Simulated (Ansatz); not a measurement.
# Au-Os stack of (100) layers: lattice stability ahead of a resistivity run

The plan: relax Au-Os stack of (100) layers, check its phonons, and, if the lattice is stable, compute its Eliashberg function and ρ(T).

Method: DFT PBE, scalar-relativistic, plane waves, PAW; PAW set soft_1, in Ansatz 0.2.0.

## Step 1: The structure

The cell holds 2 atoms: 1 Au and 1 Os. Cell: a = 2.709 Å, b = 2.709 Å, c = 12.916 Å, α = 90.0°, β = 90.0°, γ = 90.0°. Vacuum lies along c.

## Step 2: Rough relaxation

Large forces or a large pressure at the start call for a first relaxation with loose thresholds.

File input.yaml:

```yaml
crystal:
  lattice:
    - [2.70946, 0.0, 0.0]
    - [0.0, 2.70946, 0.0]
    - [0.0, 0.0, 12.91588]
  atoms:
    - { symbol: Au, position: [0.0, 0.0, 0.42583241] }
    - { symbol: Os, position: [0.5, 0.5, 0.57416759] }
  periodic: [true, true, false]
kpoints:
  mp_grid: { grid: [8, 8, 1] }
hamiltonian:
  xc: pbe
  pseudopotentials: { kind: paw, azcp: { folder: soft_1 } }
scf:
  occupations: { method: gaussian, width: 0.1 }
output:
  forces: true
  stress: true
  eigenvalues: true
relax:
  adjacent_minimum: "off"
  f_tol: 0.05
  max_steps: 80
  cell: { stress_2d_tol: 0.02 }
```

The run is started by

```console
$ ansatz run input.yaml --threads 8 --pin off --max-ram 20480MiB --backend cpu --events-out ev --progress --plain --runs-dir out
```

Numbers of over 12 decimals in the logs are rounded to 6 here.

What it wrote:

```text
Warning: crystal.periodic: the lattice vector that does not repeat stood 0.000° off the slab's normal, 12.916 Å along it as the deck builds it. The run solves the slab on a vector along the normal, 27.632 Å long, with every atom where it was (on the deck's vector they left 11.00 Å outside them, and the widest stretch free of ions among them is 1.92 Å). A fractional position that the run reports is one of the run's ce [...]
The last accepted step is kept in <dir> (removed where the run ends without a failure and the disk answers)
crystal.periodic: the lattice vector that does not repeat stood 0.000° off the slab's normal, 12.916 Å along it as the deck builds it. The run solves the slab on a vector along the normal, 27.632 Å long, with every atom where it was (on the deck's vector they left 11.00 Å outside them, and the widest stretch free of ions among them is 1.92 Å). A fractional position that the run reports is one of the run's cell, which [...]
Engine: ansatz 0.2.0, aarch64-unknown-linux-gnu
Pseudopotentials: kind: paw
Pseudopotential: Au, paw, valence charge 19, recommended cutoff 420 eV (normal), soft_1/Au.paw.azcp
Pseudopotential: Os, paw, valence charge 16, recommended cutoff 420 eV (normal), soft_1/Os.paw.azcp
Functional definition: PBE
  parameter kappa = 0.804
  parameter beta = 0.066725
  exchange = pbe_x(kappa = kappa, mu = beta*pi^2/3)
  correlation = pbe_c(beta = beta)
Crystal: 2 atoms, lattice volume = 202.850 Å³
Basis set: ecut = 420 eV, 4065 PW (Γ), exchange–correlation on 40×40×384 points (8 copies of the dense FFT grid, shifted against one another)
Bands: 22, of which v1, the nominal top of the filled ones, is band 18 counted from 1 (17 counted from 0)
Symmetry: 8 space group operations
Space group: P4mm (ITA 99), of the structure as read, at distance tolerance 5.9e-5 Å
k-points: 15 of 64
Non-local potential: Au, projectors of the file, l = 0: 3, l = 1: 2, l = 2: 2, l = 3: 1
Non-local potential: Os, projectors of the file, l = 0: 3, l = 1: 2, l = 2: 2, l = 3: 1
PAW form: soft (Blöchl's): semilocal exchange-correlation on the pseudo side does not see the compensation charge
PAW one-centre angular grid: Au, 590 points (default); XC on 64 Gauss nodes
PAW one-centre angular grid: Os, 590 points (default); XC on 64 Gauss nodes
Initial density: superposition of atomic densities (neutral atoms: chi_scale 0, normalization atom)
Initial wavefunctions: pseudopotential atomic-orbital guess
Functional: x = pbe(κ = 0.804, μ = 0.219515), c = pbe(β = 0.066725)
SCF iter   1: F=—  HF=-24535.567845 eV  |F-HF|=—  |Δ(HF+E_count)|=         —  Δρ=5.67e-2  dr2=3.00e1  ethr=3.10e-3  ⟨swp⟩=12.9  Hψ=2730  notcnv=0
preconditioner: auto → LDOS  [metal: Δε(μ)=0.067 eV  Ē_g=6.848 eV  σ=0.100 eV  W_gap=0.36  n_scr=16 (ndim 8)  ℏωp=11.4 eV  f_vac=0.776  D(μ)=3.69/eV (n_scr^D=14)  β→1.0]
SCF iter   2: F=—  HF=-24534.313368 eV  |F-HF|=—  |Δ(HF+E_count)|=    1.25e0  Δρ=2.62e-2  dr2=4.95e0  ethr=3.10e-3  ⟨swp⟩=3.7  Hψ=989  notcnv=0  defer=6
SCF iter   3: F=—  HF=-24534.131803 eV  |F-HF|=—  |Δ(HF+E_count)|=   1.82e-1  Δρ=1.88e-2  dr2=1.41e0  ethr=3.10e-3  ⟨swp⟩=3.4  Hψ=932  notcnv=0  defer=5
SCF iter   4: F=—  HF=-24533.899487 eV  |F-HF|=—  |Δ(HF+E_count)|=   2.32e-1  Δρ=5.89e-3  dr2=2.72e-1  ethr=3.10e-3  ⟨swp⟩=2.5  Hψ=658  notcnv=0  defer=5
SCF iter   5: F=—  HF=-24533.882957 eV  |F-HF|=—  |Δ(HF+E_count)|=   1.65e-2  Δρ=2.49e-3  dr2=4.19e-2  ethr=7.78e-4  ⟨swp⟩=3.0  Hψ=622  notcnv=0  defer=5
SCF iter   6: F=—  HF=-24533.882948 eV  |F-HF|=—  |Δ(HF+E_count)|=   9.22e-6  Δρ=8.45e-4  dr2=1.69e-3  ethr=1.20e-4  ⟨swp⟩=2.7  Hψ=583  notcnv=0  defer=5
SCF iter   7: F=—  HF=-24533.883165 eV  |F-HF|=—  |Δ(HF+E_count)|=   2.17e-4  Δρ=4.80e-4  dr2=7.95e-4  ethr=4.82e-6  ⟨swp⟩=3.8  Hψ=820  notcnv=0  defer=5
SCF iter   8: F=—  HF=-24533.883234 eV  |F-HF|=—  |Δ(HF+E_count)|=   6.95e-5  Δρ=9.69e-5  dr2=2.82e-5  ethr=2.27e-6  ⟨swp⟩=1.9  Hψ=410  notcnv=0  defer=5
SCF iter   9: F=—  HF=-24533.883271 eV  |F-HF|=—  |Δ(HF+E_count)|=   3.70e-5  Δρ=4.53e-5  dr2=6.89e-6  ethr=8.07e-8  ⟨swp⟩=3.9  Hψ=813  notcnv=0  defer=5
SCF iter  10: F=—  HF=-24533.883270 eV  |F-HF|=—  |Δ(HF+E_count)|=   6.00e-7  Δρ=8.93e-6  dr2=1.15e-7  ethr=1.97e-8  ⟨swp⟩=3.5  Hψ=710  notcnv=0  defer=5
SCF iter  11: F=-24533.883271 eV  HF=-24533.883271 eV  |F-HF|=6.13e-9  |Δ(HF+E_count)|=   2.89e-7  Δρ=4.45e-6  dr2=4.00e-8  ethr=2.86e-10  ⟨swp⟩=16.5  Hψ=2249  notcnv=0
SCF 1 converged in 11 iterations: F = -24533.883271 eV  dr2 = 4.00e-8
  greatest PAW one-centre occupation: 1.000 electrons in one spin orbital (limit 2), on the Au atom at site 0 (counted from 0), in its partial waves of l = 0
relax step   1: F+E_penalty+E_count = -24533.88327069 eV  Δ(F+E_penalty+E_count) = +0.000e0 eV  max|allowed force component| = 1.479e0 eV/Å  Δτ_max = 0.0000 Å  P = -2.057 N/m  Ω = 202.850 Å³  fix = [c, alpha, beta]  reactions: c -0.000 N/m  (11 SCF iters, dr2 threshold 1.00e-7 eV, accepted)
Crystal: 2 atoms, lattice volume = 190.535 Å³
Basis set: ecut = 420 eV, 3745 PW (Γ), exchange–correlation on 40×40×384 points (8 copies of the dense FFT grid, shifted against one another)
Initial density: handed on by an earlier stage of this run
Initial wavefunctions: those handed on with the density
iter 1 solved again at ethr=4.76e-4 eV; its pass at ethr=3.10e-3 eV (dr2=1.67e-1 eV) is discarded
SCF iter   1: F=—  HF=-24534.196924 eV  |F-HF|=—  |Δ(HF+E_count)|=         —  Δρ=9.00e-3  dr2=1.77e-1  ethr=4.76e-4  ⟨swp⟩=2.6  Hψ=3072  notcnv=0
preconditioner: auto → LDOS  [metal: Δε(μ)=0.160 eV  Ē_g=7.203 eV  σ=0.100 eV  W_gap=0.50  n_scr=18 (ndim 8)  ℏωp=11.7 eV  f_vac=0.763  D(μ)=4.10/eV (n_scr^D=16)  β→1.0]
SCF iter   2: F=—  HF=-24534.194315 eV  |F-HF|=—  |Δ(HF+E_count)|=   2.61e-3  Δρ=6.08e-3  dr2=1.35e-1  ethr=4.76e-4  ⟨swp⟩=3.3  Hψ=743  notcnv=0
SCF iter   3: F=—  HF=-24534.174220 eV  |F-HF|=—  |Δ(HF+E_count)|=   2.01e-2  Δρ=2.25e-3  dr2=3.74e-2  ethr=3.86e-4  ⟨swp⟩=2.7  Hψ=734  notcnv=0  defer=4
SCF iter   4: F=—  HF=-24534.172554 eV  |F-HF|=—  |Δ(HF+E_count)|=   1.67e-3  Δρ=7.20e-4  dr2=4.58e-3  ethr=1.07e-4  ⟨swp⟩=2.1  Hψ=486  notcnv=0  defer=4
SCF iter   5: F=—  HF=-24534.172574 eV  |F-HF|=—  |Δ(HF+E_count)|=   2.04e-5  Δρ=2.58e-4  dr2=3.60e-4  ethr=1.31e-5  ⟨swp⟩=3.1  Hψ=614  notcnv=0  defer=4
SCF iter   6: F=—  HF=-24534.172580 eV  |F-HF|=—  |Δ(HF+E_count)|=   5.40e-6  Δρ=8.09e-5  dr2=2.12e-5  ethr=1.03e-6  ⟨swp⟩=2.9  Hψ=607  notcnv=0  defer=4
SCF iter   7: F=—  HF=-24534.172614 eV  |F-HF|=—  |Δ(HF+E_count)|=   3.43e-5  Δρ=4.32e-5  dr2=9.01e-6  ethr=6.05e-8  ⟨swp⟩=3.8  Hψ=704  notcnv=0  defer=4
[...]
SCF iter   1: F=—  HF=-24534.128648 eV  |F-HF|=—  |Δ(HF+E_count)|=         —  Δρ=3.19e-3  dr2=7.02e-2  ethr=2.00e-4  ⟨swp⟩=2.5  Hψ=2938  notcnv=0
preconditioner: auto → LDOS  [insulator: Δε(μ)=0.181 eV  Ē_g=7.638 eV  σ=0.100 eV  W_gap=0.56  n_scr=18 (ndim 8)  ℏωp=12.2 eV  f_vac=0.761  D(μ)=3.41/eV (n_scr^D=16)  ε∞_Penn≈3.5  β→1.0]
SCF iter   2: F=—  HF=-24534.122779 eV  |F-HF|=—  |Δ(HF+E_count)|=   5.87e-3  Δρ=2.81e-3  dr2=1.00e-2  ethr=2.00e-4  ⟨swp⟩=2.7  Hψ=501  notcnv=0
SCF iter   3: F=—  HF=-24534.122579 eV  |F-HF|=—  |Δ(HF+E_count)|=   2.00e-4  Δρ=1.29e-3  dr2=4.64e-3  ethr=2.86e-5  ⟨swp⟩=3.5  Hψ=724  notcnv=0  defer=2
SCF iter   4: F=—  HF=-24534.122051 eV  |F-HF|=—  |Δ(HF+E_count)|=   5.28e-4  Δρ=2.66e-4  dr2=5.08e-4  ethr=1.33e-5  ⟨swp⟩=1.7  Hψ=394  notcnv=0  defer=2
SCF iter   5: F=—  HF=-24534.122049 eV  |F-HF|=—  |Δ(HF+E_count)|=   1.50e-6  Δρ=7.34e-5  dr2=3.54e-5  ethr=1.45e-6  ⟨swp⟩=3.3  Hψ=661  notcnv=0  defer=2
SCF iter   6: F=—  HF=-24534.122083 eV  |F-HF|=—  |Δ(HF+E_count)|=   3.34e-5  Δρ=3.20e-5  dr2=1.65e-6  ethr=1.01e-7  ⟨swp⟩=3.5  Hψ=688  notcnv=0  defer=2
SCF iter   7: F=—  HF=-24534.122085 eV  |F-HF|=—  |Δ(HF+E_count)|=   2.52e-6  Δρ=1.47e-5  dr2=3.28e-7  ethr=5.71e-10  ⟨swp⟩=16.7  Hψ=2527  notcnv=0
SCF iter   8: F=-24534.122086 eV  HF=-24534.122086 eV  |F-HF|=1.01e-7  |Δ(HF+E_count)|=   2.97e-7  Δρ=2.36e-6  dr2=1.00e-8  ethr=5.71e-10  ⟨swp⟩=8.5  Hψ=1499  notcnv=0
SCF 3 converged in 8 iterations: F = -24534.122086 eV  dr2 = 1.00e-8
relax step   3: F+E_penalty+E_count = -24534.12208562 eV  Δ(F+E_penalty+E_count) = +5.053e-2 eV  max|allowed force component| = 2.125e-1 eV/Å  Δτ_max = 0.0245 Å  P = +8.205 N/m  Ω = 177.226 Å³  energy of the carried Pulay correction = +2.270e-3 eV  fix = [c, alpha, beta]  (8 SCF iters, dr2 threshold 2.00e-7 eV, rejected (line search))
[...]
relax step   4: F+E_penalty+E_count = -24534.19036618 eV  Δ(F+E_penalty+E_count) = -1.775e-2 eV  max|allowed force component| = 5.341e-3 eV/Å  Δτ_max = 0.0037 Å  P = -0.670 N/m  Ω = 186.682 Å³  energy of the carried Pulay correction = +1.398e-3 eV  fix = [c, alpha, beta]  reactions: c -0.000 N/m  (13 SCF iters, accepted)
[...]
relax step   5: F+E_penalty+E_count = -24534.19130247 eV  Δ(F+E_penalty+E_count) = -9.363e-4 eV  max|allowed force component| = 1.227e-2 eV/Å  Δτ_max = 0.0044 Å  P = +0.006 N/m  Ω = 185.677 Å³  energy of the carried Pulay correction = +1.488e-3 eV  fix = [c, alpha, beta]  reactions: c +0.000 N/m  (6 SCF iters, dr2 threshold 2.00e-7 eV, accepted)
Basis set: ecut = 420 eV, 3657 PW (Γ), exchange–correlation on 36×36×384 points (8 copies of the dense FFT grid, shifted against one another)
Initial wavefunctions: pseudopotential atomic-orbital guess (no wavefunctions were taken with the density)
iter 1 solved again at ethr=1.34e-6 eV; its pass at ethr=3.10e-3 eV (dr2=4.70e-4 eV) is discarded
SCF iter   1: F=—  HF=-24534.189882 eV  |F-HF|=—  |Δ(HF+E_count)|=         —  Δρ=1.05e-4  dr2=3.63e-6  ethr=1.34e-6  ⟨swp⟩=5.5  Hψ=4210  notcnv=0
preconditioner: auto → LDOS  [insulator: Δε(μ)=0.166 eV  Ē_g=7.345 eV  σ=0.100 eV  W_gap=0.64  n_scr=18 (ndim 8)  ℏωp=11.9 eV  f_vac=0.763  D(μ)=3.94/eV (n_scr^D=16)  ε∞_Penn≈3.6  β→1.0]
SCF iter   2: F=—  HF=-24534.189879 eV  |F-HF|=—  |Δ(HF+E_count)|=   3.40e-6  Δρ=2.76e-5  dr2=9.56e-7  ethr=1.04e-8  ⟨swp⟩=3.9  Hψ=842  notcnv=0
SCF iter   3: F=—  HF=-24534.189879 eV  |F-HF|=—  |Δ(HF+E_count)|=   1.37e-8  Δρ=1.09e-5  dr2=2.44e-7  ethr=2.73e-9  ⟨swp⟩=3.1  Hψ=762  notcnv=0
SCF iter   4: F=—  HF=-24534.189879 eV  |F-HF|=—  |Δ(HF+E_count)|=   6.30e-8  Δρ=2.54e-6  dr2=4.18e-8  ethr=6.96e-10  ⟨swp⟩=3.4  Hψ=698  notcnv=0
SCF iter   5: F=—  HF=-24534.189879 eV  |F-HF|=—  |Δ(HF+E_count)|=   5.52e-9  Δρ=1.28e-6  dr2=1.40e-8  ethr=1.19e-10  ⟨swp⟩=2.6  Hψ=645  notcnv=0
SCF iter   6: F=—  HF=-24534.189879 eV  |F-HF|=—  |Δ(HF+E_count)|=   8.79e-9  Δρ=6.23e-7  dr2=3.97e-9  ethr=4.00e-11  ⟨swp⟩=2.2  Hψ=510  notcnv=0
SCF iter   7: F=—  HF=-24534.189879 eV  |F-HF|=—  |Δ(HF+E_count)|=   4.19e-9  Δρ=2.83e-7  dr2=1.31e-10  ethr=1.13e-11  ⟨swp⟩=2.8  Hψ=466  notcnv=0
SCF iter   8: F=—  HF=-24534.189879 eV  |F-HF|=—  |Δ(HF+E_count)|=   1.37e-9  Δρ=9.31e-8  dr2=4.70e-11  ethr=1.00e-12  ⟨swp⟩=2.9  Hψ=630  notcnv=0
SCF iter   9: F=—  HF=-24534.189879 eV  |F-HF|=—  |Δ(HF+E_count)|=  5.97e-10  Δρ=3.64e-8  dr2=5.50e-12  ethr=1.00e-12  ⟨swp⟩=1.7  Hψ=416  notcnv=0
SCF iter  10: F=-24534.189879 eV  HF=-24534.189879 eV  |F-HF|=2.55e-11  |Δ(HF+E_count)|=  2.69e-10  Δρ=2.00e-8  dr2=5.55e-13  ethr=1.00e-12  ⟨swp⟩=13.1  Hψ=2288  notcnv=0
SCF 6 converged in 10 iterations: F = -24534.189879 eV  dr2 = 5.55e-13
relax step   6: F+E_penalty+E_count = -24534.18987889 eV  Δ(F+E_penalty+E_count) = +1.424e-3 eV  max|allowed force component| = 1.243e-2 eV/Å  Δτ_max = 0.0000 Å  P = +0.006 N/m  Ω = 185.677 Å³  fix = [c, alpha, beta]  reactions: c +0.000 N/m  stress off target by 6.03e-3 N/m on what of the cell is left free  SCF on the basis re-selected at this cell (its energy is not comparable with the rows above)  (10 SCF iters)
basis re-selected at this cell: Δ(F+E_penalty+E_count) = +1.424e-3 eV, ΔP = -0.000 N/m vs the last step (what re-selecting the basis moved, of the pressure what is left beyond the Pulay correction that the steps carried, after the strain that the cell walked since its last selection, with what the two solves' SCF thresholds leave and, on support functions, any second-order correction that the steps lacked; it is no measure of the basis error at this ecutwfc). The dense FFT grid was sized anew with the basis: this SCF ran on 18×18×192 points, the steps before it on 20×20×192, so part of this shift can come from that change (see relax.cell in the input reference). [rest of the remark cut]
SCF converged after 10 iterations
Free energy (F): -24534.189879 eV
Harris-Foulkes:  -24534.189879 eV  (|F-HF|=2.55e-11)
Internal energy: -24534.170174 eV  (E = F + TS)
E sigma→0 (E₀):  -24534.180027 eV
Entropy (-TS):   -0.019704 eV (-9.852 meV/atom)
Fermi energy:    -5.662907 eV
--- Per-component energies (eV) ---
  E_band       = -1260.188501
  E_kinetic    = 1066.356302
  E_local      = -93563.257445  (includes V_loc(G=0)·N_el)
  E_nonlocal   = 295.967569
  E_hartree    = 46045.144062
  E_xc         = -446.185430
  E_vxc        = -503.623996  (∫ρ·V_xc dr)
  E_paw        = -18778.784458  (= ΣΔE_a)
  E_vpaw       = -645.921214  (= ΣTr[D̂ρ^β])
  E_aug_tail   = 0.002116  (compensation charges beyond the density's cutoff)
  E_ewald      = 40846.587109
  E_smearing   = -0.019704  (= −TS)
  E_closure    = -0.000000  (closes the sum)
  Σ components = -24534.189879   (vs F -24534.189879, Δ=0.00e0)
--- Forces (eV/Å), atoms counted from 1 ---
  atom   1  Au     0.00000000    -0.00000000    -0.01242852
  atom   2  Os    -0.00000000     0.00000000     0.01242869
  max |Σ_I F_I| component: 1.68e-7 eV/Å
--- 2D stress c σ (N/m, compression-positive) ---
        0.006033       0.000000       0.000000
        0.000000       0.006033       0.000000
        0.000000       0.000000       0.000000
  P = ½ c Tr σ = 0.0060 N/m
--- Band table (eV; the first three rows and the last of 15) ---
  k-point 0: bands = [... 14 lower, -8.1956, -7.2908, -7.0408, -5.0204, -4.7014, -4.7014, -3.2466, -0.3955]
  k-point 1: bands = [... 14 lower, -8.1463, -7.3730, -6.8936, -6.0522, -4.6396, -3.7675, -3.3521, -0.0778]
  k-point 2: bands = [... 14 lower, -8.1394, -7.9823, -7.2431, -5.7203, -4.8365, -4.5072, -1.6756, 0.8427]
  k-point 14: bands = [... 14 lower, -7.6273, -5.5277, -5.3580, -1.0314, -0.3327, -0.3327, 3.3317, 3.5098]
--- Relaxed structure (5 steps of the walk, 4 accepted, 1 SCFs on fresh bases) ---
  F+E_penalty+E_count = -24534.18987889 eV   max|allowed force component| = 1.243e-2 eV/Å   (the final SCF, on the basis selected at the relaxed cell)
  cell:  # Å, volume = 185.6772 Å³
    - [2.592239, 0, 0]
    - [0, 2.592239, 0]
    - [0, 0, 27.631759]
  atoms:
    - { symbol: Au, position: [-1.3774621322242509e-17, 0, 0.192094] }
    - { symbol: Os, position: [0.5, 0.5, 0.275334] }
```

Wall time 8.3 s (8 threads of Arm Neoverse V2, shared host); peak memory 0.6 GiB; 58 s of CPU time.

Step by step:

```tsv
step	energy less that of the first step (eV)	largest force component (eV/Å)	volume (Å³)
1	0.0000	1.4787	202.85
2	-0.2893	0.1366	190.54
3	-0.2388	0.2125	177.23
4	-0.3071	0.0053	186.68
5	-0.3080	0.0123	185.68
6*	-0.3066	0.0124	185.68
```

Relaxation steps marked * repeat the geometry before them on a plane-wave basis chosen anew for their cell, so energy and pressure can jump there. Relaxation step 3 was tried and not accepted.

The run keeps the 8 symmetry operations that it works with, so distortions that break them were not tested.

```tsv
cell as run	before	after	change
a (Å)	2.709	2.592	-4.3 %
b (Å)	2.709	2.592	-4.3 %
```

The atoms that moved most (Å, along periodic axes as changes of fractional coordinates times the final cell, across vacuum about the mean position):

```tsv
atom	dx	dy	dz	length
Au1	0.000	0.000	-0.192	0.192
Os2	0.000	0.000	0.192	0.192
```

Final coordinates:

```xyz
2
Lattice="2.5922 0.0000 0.0000 0.0000 2.5922 0.0000 0.0000 0.0000 27.6318" Properties=species:S:1:pos:R:3
Au    0.0000    0.0000    5.3079
Os    1.2961    1.2961    7.6080
```

Numbers from this step:

```yaml
metallic_on_mesh: yes
gap_on_the_k_mesh: 0 eV
```

The relaxation ends with a largest force component of 0.012 eV/Å.

(Part 1 of 3 ends here.)

[Logs are printed without paths, hosts, clocks, repeated set-up lines and the standing remarks that a program may print on its own settings, such as how far it seeks lower states.]

[Hosts, paths, dates, database ids (printed as entryN), source tags and the programs' standing remarks are cut or masked in the printed files.]
